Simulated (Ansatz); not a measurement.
Runs of Ansatz 0.2.0 on Ta. Symmetry: Im-3m, No. 229, cubic system. Conventional cell: a = 3.303 Å, b = 3.303 Å, c = 3.303 Å, α = 90.00°, β = 90.00°, γ = 90.00°. Ta (site symmetry m-3m) has 8 Ta at 2.86 Å as nearest neighbours. 

```tsv
task	level	potentials or basis	cell	k mesh	cutoff (eV)	smearing	points for each segment of the path	mesh quality	gap on the mesh (eV)	pressure (GPa)	V0 of scaled cells (Å³/atom)	B0 (GPa)
equation of state	PBE	JTH PAW	as given	11 × 11 × 11	1290	fermi-dirac 0.05 eV	-	not flagged	-	-	18.24	195
band structure	LDA	Ansatz PAW	as given	11 × 11 × 11	420	fermi-dirac 0.05 eV	14	not flagged	none	(b)	-	-
density of states	PBE0+D3(BJ)	Ansatz PAW	as given	6 × 6 × 6	420	methfessel-paxton 0.2 eV	-	coarse	none	-	-	-
equation of state	PBE	Ansatz NC	as given	11 × 11 × 11	1000	fermi-dirac 0.05 eV	-	not flagged	-	-	18.24	193
band structure	PBE	Ansatz PAW	as given	11 × 11 × 11	420	fermi-dirac 0.05 eV	14	not flagged	none	(a)	-	-
relaxation of cell and atoms	RPBE+D3(BJ)	Ansatz PAW	relaxed	11 × 11 × 11	420	fermi-dirac 0.05 eV	-	not flagged	none	0.0	-	-
single point	PBE	Ansatz PAW	as given	11 × 11 × 11	420	gaussian 0.012 eV	-	not flagged	none	2.1	-	-
single point	B3LYP	Ansatz PAW	as given	6 × 6 × 6	420	fermi-dirac 0.05 eV	-	coarse	none	-	-	-
```

Alike in all rows: no spin polarisation.

**Question.** Fill in the values left out.

**Answer.** (a) 2.6; (b) -9.4.

Caveats: some runs use coarse meshes; the PAW data sets come from PBE, with cores solved anew for the run's functional, which leaves a small shift of forces and pressure (some runs); pairwise dispersion overbinds metals, which lowers pressure and volume (some runs); the potentials were made for another functional, which shifts forces and pressure (some runs); the density of states is complete only up to the lowest level of the last band computed (some runs); the volume moved by over 15 % at a fixed basis, so the end points are rough (some runs); the plane-wave basis is chosen anew once the cell has moved, so the energies of steps on either side of that aren't comparable (some runs); the volume moved by -16 % from the deposited cell, more than functionals usually miss (some runs).

A k mesh can miss the band edges, and the runs leave out spin-orbit coupling on Ta.

A gap of «none» marks a metal or a gap under the smearing width.

Not every run made on this cell is shown here.
